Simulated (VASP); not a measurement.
# MnS (F-43m) in VASP: settings compared

One crystal, MnS, is run at these levels: LDA+U, PBE+U; tasks: band structure.

Program: VASP 6.6.1. These are calculated values, not measurements. Logs are shortened: lines on timing, memory, paths and dates and some standing lists are left out, and cuts for length are marked.

## (1) The undisturbed crystal

It takes space group F-43m (No. 216, cubic). The conventional cell has a = 4.947 Å, b = 4.947 Å, c = 4.947 Å, α = 90.00°, β = 90.00°, γ = 90.00°. Mn (site symmetry -43m) has 4 S at 2.14 Å as nearest neighbours. Around S (site symmetry -43m) lie 4 Mn at 2.14 Å.

The cell is a database's computed one.

## (2) Band structure, LDA+U, collinear spin, ferromagnetic start (volume scaled by 0.92)

File POSCAR:

```
MnS
1.0
    0.0000000000      2.4056628835      2.4056628835
    2.4056628835      0.0000000000      2.4056628835
    2.4056628835      2.4056628835      0.0000000000
Mn S
1 1
Cartesian
    0.0000000000      0.0000000000      0.0000000000
    3.6084943252      3.6084943252      3.6084943252
```

File INCAR.step1:

```
SYSTEM = MnS
ALGO = Normal
EDIFF = 1E-6
ENCUT = 520
GGA = CA
ISIF = 2
ISMEAR = 0
ISPIN = 2
LASPH = .TRUE.
LCHARG = .TRUE.
LDAU = .TRUE.
LDAUJ = 0 0
LDAUL = 2 -1
LDAUPRINT = 1
LDAUTYPE = 2
LDAUU = 6 0
LMAXMIX = 4
LORBIT = 11
LREAL = .FALSE.
LWAVE = .FALSE.
MAGMOM = 4 0
NELM = 120
PREC = Accurate
SIGMA = 0.05
```

File KPOINTS.step1:

```
k-points
0
G
  9 9 9
  0 0 0
```

File INCAR.step2:

```
SYSTEM = MnS
ALGO = Normal
EDIFF = 1E-6
ENCUT = 520
GGA = CA
ICHARG = 11
ISIF = 2
ISMEAR = 0
ISPIN = 2
LASPH = .TRUE.
LCHARG = .FALSE.
LDAU = .TRUE.
LDAUJ = 0 0
LDAUL = 2 -1
LDAUPRINT = 1
LDAUTYPE = 2
LDAUU = 6 0
LMAXMIX = 4
LORBIT = 11
LREAL = .FALSE.
LWAVE = .FALSE.
MAGMOM = 4 0
NELM = 120
PREC = Accurate
SIGMA = 0.05
```

File KPOINTS.step2:

```
path GXWKGLUWLK,UX
20
line-mode
reciprocal
 0.0000000000  0.0000000000  0.0000000000  G
 0.5000000000  0.0000000000  0.5000000000  X

 0.5000000000  0.0000000000  0.5000000000  X
 0.5000000000  0.2500000000  0.7500000000  W

 0.5000000000  0.2500000000  0.7500000000  W
 0.3750000000  0.3750000000  0.7500000000  K

 0.3750000000  0.3750000000  0.7500000000  K
 0.0000000000  0.0000000000  0.0000000000  G

 0.0000000000  0.0000000000  0.0000000000  G
 0.5000000000  0.5000000000  0.5000000000  L

 0.5000000000  0.5000000000  0.5000000000  L
 0.6250000000  0.2500000000  0.6250000000  U

 0.6250000000  0.2500000000  0.6250000000  U
 0.5000000000  0.2500000000  0.7500000000  W

 0.5000000000  0.2500000000  0.7500000000  W
 0.5000000000  0.5000000000  0.5000000000  L

 0.5000000000  0.5000000000  0.5000000000  L
 0.3750000000  0.3750000000  0.7500000000  K

 0.6250000000  0.2500000000  0.6250000000  U
 0.5000000000  0.0000000000  0.5000000000  X
```

Potentials or basis: VASP PAW LDA potentials, release 64 (Mn_pv, S).

The run is started by

```bash
$ cat potpaw_LDA.64/Mn_pv/POTCAR potpaw_LDA.64/S/POTCAR > POTCAR
$ cp INCAR.step1 INCAR
$ cp KPOINTS.step1 KPOINTS
$ mpirun -np 1 vasp_std > vasp.out
$ cp INCAR.step2 INCAR
$ cp KPOINTS.step2 KPOINTS
$ mpirun -np 1 vasp_std > vasp.out
```

OUTCAR:

```text
SYSTEM = MnS
   EDIFF = 1E-6
   ENCUT = 520
   GGA = CA
   ICHARG = 11
   ISIF = 2
   ISMEAR = 0
   ISPIN = 2
   LASPH = .TRUE.
   LORBIT = 11
   LREAL = .FALSE.
   NELM = 120
   PREC = Accurate

 ion  position               nearest neighbor table
   1  0.000  0.000  0.000-   2 2.08   2 2.08   2 2.08   2 2.08
   2  0.750  0.750  0.750-   1 2.08   1 2.08   1 2.08   1 2.08

  LATTYP: Found a face centered cubic cell.
 ALAT       =     4.8113257670

  Lattice vectors:

 A1 = (   0.0000000000,   2.4056628835,   2.4056628835)
 A2 = (   2.4056628835,   0.0000000000,   2.4056628835)
 A3 = (   2.4056628835,   2.4056628835,   0.0000000000)

Analysis of symmetry for initial positions (statically):
=====================================================================
 Subroutine PRICEL returns:
 Original cell was already a primitive cell.

 Routine SETGRP: Setting up the symmetry group for a
 face centered cubic supercell.

 Subroutine GETGRP returns: Found 24 space group operations
 (whereof 24 operations were pure point group operations)
 out of a pool of 48 trial point group operations.

The static configuration has the point symmetry T_d .

Analysis of symmetry for dynamics (positions and initial velocities):
=====================================================================
 Subroutine PRICEL returns:
 Original cell was already a primitive cell.

 Routine SETGRP: Setting up the symmetry group for a
 face centered cubic supercell.

 Subroutine GETGRP returns: Found 24 space group operations
 (whereof 24 operations were pure point group operations)
 out of a pool of 48 trial point group operations.

The dynamic configuration has the point symmetry T_d .

Analysis of structural, dynamic, and magnetic symmetry:
=====================================================================
 Subroutine PRICEL returns:
 Original cell was already a primitive cell.

 Routine SETGRP: Setting up the symmetry group for a
 face centered cubic supercell.

 Subroutine GETGRP returns: Found 24 space group operations
 (whereof 24 operations were pure point group operations)
 out of a pool of 48 trial point group operations.

The overall configuration has the point symmetry T_d .

 Subroutine INISYM returns: Found 24 space group operations
 (whereof 24 operations are pure point group operations),
 and found     1 'primitive' translations

----------------------------------------------------------------------------------------

                                     Primitive cell

  volume of cell :      27.8442

  direct lattice vectors                    reciprocal lattice vectors
     0.000000000  2.405662883  2.405662883    -0.207842921  0.207842921  0.207842921
     2.405662883  0.000000000  2.405662883     0.207842921 -0.207842921  0.207842921
     2.405662883  2.405662883  0.000000000     0.207842921  0.207842921 -0.207842921

  length of vectors
     3.402121076  3.402121076  3.402121076     0.359994499  0.359994499  0.359994499

  position of ions in fractional coordinates (direct lattice)
     0.000000000  0.000000000  0.000000000
     0.750000000  0.750000000  0.750000000

  ion indices of the primitive-cell ions
   primitive index   ion index
                 1           1
                 2           2

----------------------------------------------------------------------------------------

 KPOINTS: path GXWKGLUWLK,UX

Interpolating k-points between supplied coordinates.

 Line segments in fractional coordinates (reciprocal lattice):
    0.000000  0.000000  0.000000  ...  0.500000  0.000000  0.500000
    0.500000  0.000000  0.500000  ...  0.500000  0.250000  0.750000
    0.500000  0.250000  0.750000  ...  0.375000  0.375000  0.750000
[... 75 lines left out ...]
     AMIX_MAG =   1.60;   BMIX_MAG =  1.00
  volume/ion in A,a.u.               =      13.92        93.95
  Fermi-wavevector in a.u.,A,eV,Ry     =   1.441279  2.723622 28.263164  2.077284
  Thomas-Fermi vector in A             =   2.559929
   LORBIT       =     11    0 simple, 1 ext, 2 COOP (PROOUT), +10 PAW based schemes
 LDA+U is selected, type is set to LDAUTYPE =  2
   angular momentum for each species LDAUL =     2   -1
   U (eV)           for each species LDAUU =   6.0  0.0
   J (eV)           for each species LDAUJ =   0.0  0.0
   GGA     = CA    functional components
   LHFCALC =     F    Hartree Fock is set to
   AEXX    =    0.0000 exact exchange contribution
   IVDW    =     0    specifies the selected vdW correction
   LEPSILON=     F    determine dielectric tensor
   LRPA    =     F    only Hartree local field effects (RPA)
 spin polarized calculation
 Gauss-broadening in eV      SIGMA  =   0.05
  energy-cutoff  :      520.00
  volume of cell :       27.84
 maximum number of plane-waves:       763
 NGX is ok and might be reduce to    28

atom =   1  type =  1  l = 2

 onsite density matrix

spin component  1

  0.9088  0.0000 -0.0000 -0.0000 -0.0000
  0.0000  0.9088 -0.0000  0.0000 -0.0000
[... 16 lines left out ...]
  o =  0.1912  v =  0.0000  0.0000  0.0000  0.0000  0.0000  0.0000  1.0000  0.0000 -0.0003 -0.0000      0.0000  0.0000  0.0000  0.0000  0.0000  0.0000  0.0000  0.0000  0.0000  0.0000
  o =  0.1912  v =  0.0000  0.0000  0.0000  0.0000  0.0000  0.0000 -0.0003  0.0000 -1.0000 -0.0000      0.0000  0.0000  0.0000  0.0000  0.0000  0.0000  0.0000  0.0000  0.0000  0.0000
  o =  0.1912  v =  0.0000  0.0000  0.0000  0.0000  0.0000  1.0000  0.0000  0.0000  0.0000  0.0000      0.0000  0.0000  0.0000  0.0000  0.0000  0.0000  0.0000  0.0000  0.0000  0.0000
  o =  0.9088  v =  0.0000 -0.9998 -0.0000  0.0220 -0.0000  0.0000  0.0000  0.0000  0.0000  0.0000      0.0000  0.0000  0.0000  0.0000  0.0000  0.0000  0.0000  0.0000  0.0000  0.0000
  o =  0.9088  v =  0.0000  0.0220 -0.0000  0.9998  0.0000  0.0000  0.0000  0.0000  0.0000  0.0000      0.0000  0.0000  0.0000  0.0000  0.0000  0.0000  0.0000  0.0000  0.0000  0.0000
  o =  0.9088  v =  1.0000  0.0000  0.0000  0.0000  0.0000  0.0000  0.0000  0.0000  0.0000  0.0000      0.0000  0.0000  0.0000  0.0000  0.0000  0.0000  0.0000  0.0000  0.0000  0.0000
  o =  0.9266  v =  0.0000 -0.0000  0.0000 -0.0000  1.0000  0.0000  0.0000  0.0000  0.0000  0.0000      0.0000  0.0000  0.0000  0.0000  0.0000  0.0000  0.0000  0.0000  0.0000  0.0000
  o =  0.9266  v =  0.0000  0.0000 -1.0000 -0.0000  0.0000  0.0000  0.0000  0.0000  0.0000  0.0000      0.0000  0.0000  0.0000  0.0000  0.0000  0.0000  0.0000  0.0000  0.0000  0.0000

 number of electron      19.0000011 magnetization       4.2933205

 Free energy of the ion-electron system (eV)
  ---------------------------------------------------
  ext. energy  EPLUGINS =         0.00000000
  ---------------------------------------------------
  free energy    TOTEN  =       150.92141483 eV

  energy without entropy =      150.92254722  energy(sigma->0) =      150.92198103

 number of electron      19.0000011 magnetization       4.2933205

 Free energy of the ion-electron system (eV)
  ---------------------------------------------------
  ext. energy  EPLUGINS =         0.00000000
  ---------------------------------------------------
  free energy    TOTEN  =       -11.10850555 eV

  energy without entropy =      -11.10680639  energy(sigma->0) =      -11.10765597

 E-fermi :   8.8189     XC(G=0): -11.9218

 val. band max:        8.8174378749   @ k =   0.4934   0.4934   0.5132
 cond. band min:       8.8256407606   @ k =   0.5000   0.5000   0.5000
 fundamental gap:      0.0082028858
 Fermi energy:         8.8189305391

 spin component 1

 k-point     1 :       0.0000    0.0000    0.0000
  band No.  band energies     occupation
      1     -40.9177      1.00000
      2     -40.9177      1.00000
      3     -40.9177      1.00000
      4      -7.2326      1.00000
      5       1.1753      1.00000
      6       1.1753      1.00000
      7       1.1753      1.00000
      8       3.4066      1.00000
      9       3.4066      1.00000
     10      10.6614      0.00000
     11      10.6614      0.00000
     12      10.6614      0.00000
[... 841 lines left out ...]
      4      -4.6216      1.00000
      5       1.9771      1.00000
      6       4.9149      1.00000
      7       4.9544      1.00000
      8       7.8991      1.00000
      9      10.6826      0.00000
     10      11.4874      0.00000
     11      11.5778      0.00000
     12      12.4232      0.00000
     13      16.5713      0.00000
     14      17.4796      0.00000
     15      21.9533      0.00000

 [... further k-points ...]
[... 5 lines left out ...]
  --------------------------------------------------------------------------------------
  -------------------------------------------------------------------------------------
  Total        6.1178183      6.1178183      6.1178183      0.0000000      0.0000000     -0.0000000
  in kB      352.0244733    352.0244733    352.0244733      0.0000000      0.0000000     -0.0000000
  external PRESSURE =     352.0244733 kB  Pullay stress =       0.0000000 kB

 VOLUME and BASIS-vectors are now :
 -----------------------------------------------------------------------------
  energy-cutoff  :      520.00
  volume of cell :       27.84
      direct lattice vectors                 reciprocal lattice vectors
     0.000000000  2.405662883  2.405662883    -0.207842921  0.207842921  0.207842921
     2.405662883  0.000000000  2.405662883     0.207842921 -0.207842921  0.207842921
     2.405662883  2.405662883  0.000000000     0.207842921  0.207842921 -0.207842921

 POSITION                                       TOTAL-FORCE (eV/Angst)
 -----------------------------------------------------------------------------------
      0.00000      0.00000      0.00000        -0.000000     -0.000000     -0.000000
      3.60849      3.60849      3.60849         0.000000      0.000000      0.000000
 -----------------------------------------------------------------------------------
    total drift:                               -0.000002     -0.000002     -0.000001

  FREE ENERGIE OF THE ION-ELECTRON SYSTEM (eV)
  ---------------------------------------------------
  free  energy   TOTEN  =       -11.1085055527 eV

  energy  without entropy=      -11.1068063937  energy(sigma->0) =      -11.10765597

 total charge

# of ion       s       p       d       tot
------------------------------------------
    1        0.412   6.498   5.176  12.087
    2        1.336   2.596   0.000   3.932
--------------------------------------------------
tot          1.748   9.094   5.176  16.019

 magnetization (x)

# of ion       s       p       d       tot
------------------------------------------
    1        0.049   0.072   3.785   3.907
    2       -0.004  -0.086   0.000  -0.091
--------------------------------------------------
tot          0.045  -0.014   3.785   3.816
```

It took 2.9 min on 1 thread of Intel Xeon Platinum 8375C at 2.90GHz (Ice Lake), shared host; peak memory 0.24 GiB.

What came out:

| Property | Result |
| --- | --- |
| Band gap along the path | none (metal or under the smearing width) |
| Net moment | 4.29 μB per cell |

Levels at the corners of the path, in eV from the Fermi level:
Spin up:
```tsv
point	band 10	band 11	band 12	band 13	band 14	band 15
Γ	1.71	1.71	1.71	3.51	7.14	7.14
X	-3.71	-2.82	-2.82	3.63	5.24	12.90
X	-3.71	-2.82	-2.82	3.63	5.24	12.90
W	-4.42	-3.75	-2.23	5.86	8.34	8.71
W	-4.42	-3.75	-2.23	5.86	8.34	8.71
K	-4.18	-3.10	-1.83	4.44	7.47	10.35
K	-4.18	-3.10	-1.83	4.44	7.47	10.35
Γ	1.71	1.71	1.71	3.51	7.14	7.14
Γ	1.71	1.71	1.71	3.51	7.14	7.14
L	-4.49	-0.13	-0.13	4.75	7.41	7.41
L	-4.49	-0.13	-0.13	4.75	7.41	7.41
U	-4.18	-3.10	-1.83	4.44	7.47	10.35
U	-4.18	-3.10	-1.83	4.44	7.47	10.35
W	-4.42	-3.75	-2.23	5.86	8.34	8.71
W	-4.42	-3.75	-2.23	5.86	8.34	8.71
L	-4.49	-0.13	-0.13	4.75	7.41	7.41
L	-4.49	-0.13	-0.13	4.75	7.41	7.41
K	-4.18	-3.10	-1.83	4.44	7.47	10.35
U	-4.18	-3.10	-1.83	4.44	7.47	10.35
X	-3.71	-2.82	-2.82	3.63	5.24	12.90
```
Spin down:
| point | band 4 | band 5 | band 6 | band 7 | band 8 | band 9 | band 10 | band 11 | band 12 | band 13 |
| --- | --- | --- | --- | --- | --- | --- | --- | --- | --- | --- |
| Γ | -15.80 | -4.11 | -4.11 | -4.11 | 2.18 | 2.18 | 3.92 | 5.88 | 5.88 | 5.88 |
| X | -13.57 | -7.01 | -3.97 | -3.97 | -1.09 | 1.81 | 2.51 | 2.51 | 3.43 | 7.60 |
| X | -13.57 | -7.01 | -3.97 | -3.97 | -1.09 | 1.81 | 2.51 | 2.51 | 3.43 | 7.60 |
| W | -13.56 | -5.98 | -5.53 | -4.37 | -0.56 | 1.32 | 2.92 | 3.09 | 4.45 | 8.27 |
| W | -13.56 | -5.98 | -5.53 | -4.37 | -0.56 | 1.32 | 2.92 | 3.09 | 4.45 | 8.27 |
| K | -13.62 | -6.39 | -5.33 | -3.88 | -0.46 | 1.74 | 2.01 | 3.65 | 3.97 | 7.67 |
| K | -13.62 | -6.39 | -5.33 | -3.88 | -0.46 | 1.74 | 2.01 | 3.65 | 3.97 | 7.67 |
| Γ | -15.80 | -4.11 | -4.11 | -4.11 | 2.18 | 2.18 | 3.92 | 5.88 | 5.88 | 5.88 |
| Γ | -15.80 | -4.11 | -4.11 | -4.11 | 2.18 | 2.18 | 3.92 | 5.88 | 5.88 | 5.88 |
| L | -14.14 | -7.23 | -3.88 | -3.88 | 1.65 | 2.38 | 2.38 | 3.65 | 3.65 | 5.72 |
| L | -14.14 | -7.23 | -3.88 | -3.88 | 1.65 | 2.38 | 2.38 | 3.65 | 3.65 | 5.72 |
| U | -13.62 | -6.39 | -5.33 | -3.88 | -0.46 | 1.74 | 2.01 | 3.65 | 3.97 | 7.67 |
| U | -13.62 | -6.39 | -5.33 | -3.88 | -0.46 | 1.74 | 2.01 | 3.65 | 3.97 | 7.67 |
| W | -13.56 | -5.98 | -5.53 | -4.37 | -0.56 | 1.32 | 2.92 | 3.09 | 4.45 | 8.27 |
| W | -13.56 | -5.98 | -5.53 | -4.37 | -0.56 | 1.32 | 2.92 | 3.09 | 4.45 | 8.27 |
| L | -14.14 | -7.23 | -3.88 | -3.88 | 1.65 | 2.38 | 2.38 | 3.65 | 3.65 | 5.72 |
| L | -14.14 | -7.23 | -3.88 | -3.88 | 1.65 | 2.38 | 2.38 | 3.65 | 3.65 | 5.72 |
| K | -13.62 | -6.39 | -5.33 | -3.88 | -0.46 | 1.74 | 2.01 | 3.65 | 3.97 | 7.67 |
| U | -13.62 | -6.39 | -5.33 | -3.88 | -0.46 | 1.74 | 2.01 | 3.65 | 3.97 | 7.67 |
| X | -13.57 | -7.01 | -3.97 | -3.97 | -1.09 | 1.81 | 2.51 | 2.51 | 3.43 | 7.60 |

Caveat: the log is that of the step along the path at fixed density, whose energy, stress, charges and moments have no meaning; a cell with one magnetic atom can't hold antiferromagnetic order, which such compounds often take. The state reached can hang on the start; a lower one may exist.

## (3) Band structure, PBE+U, collinear spin, ferromagnetic start (atoms moved at random, drawn with an rms of 0.1 Å)

File INCAR:

```
  ALGO = Normal
  EDIFF = 1E-7
  ENCUT = 900
  GGA = PE
  ISIF = 2
  ISMEAR = 0
  ISPIN = 2
  LASPH = T
  LCHARG = F
  LDAU = T
  LDAUJ = 0 0
  LDAUL = 2 -1
  LDAUPRINT = 1
  LDAUTYPE = 2
  LDAUU = 4 0
  LMAXMIX = 4
  LORBIT = 11
  LREAL = F
  LWAVE = F
  MAGMOM = 4 0
  NELM = 120
  PREC = Accurate
  SIGMA = 0.05
```

File KPOINTS:

```
k-points
0
Gamma
  9 9 9
```

File POSCAR:

```
MnS
1.0
    0.0000000000      2.4734634191      2.4734634191
    2.4734634191      0.0000000000      2.4734634191
    2.4734634191      2.4734634191      0.0000000000
Mn S
1 1
Cartesian
    0.0294688432      0.0061886055     -0.0760688940
    3.6723857668      3.7817746865      3.6426967854
```

File KPOINTS_OPT:

```
path GXWKGLUWLK,UX
15
line-mode
reciprocal
 0.0000000000  0.0000000000  0.0000000000  G
 0.5000000000  0.0000000000  0.5000000000  X

 0.5000000000  0.0000000000  0.5000000000  X
 0.5000000000  0.2500000000  0.7500000000  W

 0.5000000000  0.2500000000  0.7500000000  W
 0.3750000000  0.3750000000  0.7500000000  K

 0.3750000000  0.3750000000  0.7500000000  K
 0.0000000000  0.0000000000  0.0000000000  G

 0.0000000000  0.0000000000  0.0000000000  G
 0.5000000000  0.5000000000  0.5000000000  L

 0.5000000000  0.5000000000  0.5000000000  L
 0.6250000000  0.2500000000  0.6250000000  U

 0.6250000000  0.2500000000  0.6250000000  U
 0.5000000000  0.2500000000  0.7500000000  W

 0.5000000000  0.2500000000  0.7500000000  W
 0.5000000000  0.5000000000  0.5000000000  L

 0.5000000000  0.5000000000  0.5000000000  L
 0.3750000000  0.3750000000  0.7500000000  K

 0.6250000000  0.2500000000  0.6250000000  U
 0.5000000000  0.0000000000  0.5000000000  X
```

Potentials or basis: VASP PAW PBE potentials, release 64 (Mn_pv, S_h).

The run is started by

```bash
$ cat potpaw_PBE.64/Mn_pv/POTCAR potpaw_PBE.64/S_h/POTCAR > POTCAR
$ mpirun -np 1 vasp_std > vasp.out
```

Wall time 6.1 min (1 thread of Intel Xeon 6975P-C (Granite Rapids), shared host); peak memory 1 GiB.

It converged, with:

```yaml
Free_energy: -10.6858 eV
Pressure: 52.3 GPa
Largest_force: 1.552 eV/Å
Band_gap_along_the_path: none (metal or under the smearing width)
Net_moment: 4.37 μB per cell
Site_moments: Mn +4.08; S +0.00 μB
Valence_electrons_inside_the_program's_atomic_spheres: Mn 11.91; S 2.20
```

Forces on the atoms (eV/Å):
```
Mn  -1.110  1.078 -0.125
S    1.110 -1.078  0.125
```

Stress tensor (GPa, compression positive):
```
52.06  0.23  8.76
 0.23 52.10 -9.01
 8.76 -9.01 52.87
```

Eigenvalues of the final occupation matrices:
```csv
site,spin,trace,eigenvalues
site 1 d,1,4.54,0.90 0.90 0.90 0.92 0.92
site 1 d,2,0.60,0.04 0.04 0.15 0.17 0.20
```

Caveat: a cell with one magnetic atom can't hold antiferromagnetic order, which such compounds often take.

## (4) The reference run

An earlier run on the cell as given: functional PBE; potentials or basis VASP PAW PBE potentials, release 64 (Mn_pv, S); cutoff 520 eV; k mesh 9 × 9 × 9; occupations fermi-dirac, width 0.05 eV; collinear spin, ferromagnetic start; starting moments [4.0, 0.0] μB.

- Pressure: 3.1 GPa
- Band gap on the k mesh: none (metal or under the smearing width)
- Net moment: -0.22 μB per cell
- Site moments: Mn -0.21; S +0.01 μB
- Valence electrons inside the program's atomic spheres: Mn 12.03; S 3.75

## (5) Summary

```tsv
task	level	potentials or basis	U	cell	cutoff (eV)	smearing	pressure (GPa)	moment (μB)
band structure	LDA+U	VASP PAW LDA potentials, release 64 (Mn_pv, S)	Mn d U = 6 eV	volume scaled by 0.92	520	gaussian 0.05 eV	-	4.29
band structure	PBE+U	VASP PAW PBE potentials, release 64 (Mn_pv, S_h)	Mn d U = 4 eV	atoms moved at random, drawn with an rms of 0.1 Å	900	gaussian 0.05 eV	52.3	4.37
single point	PBE	VASP PAW PBE potentials, release 64 (Mn_pv, S)	-	as given	520	fermi-dirac 0.05 eV	3.1	0.22
```

Alike in all rows: spin collinear, ferromagnetic start; k mesh 9 × 9 × 9.

Caveats: a cell with one magnetic atom can't hold antiferromagnetic order, which such compounds often take (some runs); the moment fell far below its start of 4 μB, so a state of higher moment may lie lower in energy (some runs); semilocal functionals often make such compounds metallic where correlation or magnetic order opens a gap, which also shifts bond lengths (some runs).

Total energies depend on the potentials used, so only differences within one code and one set of settings carry meaning.
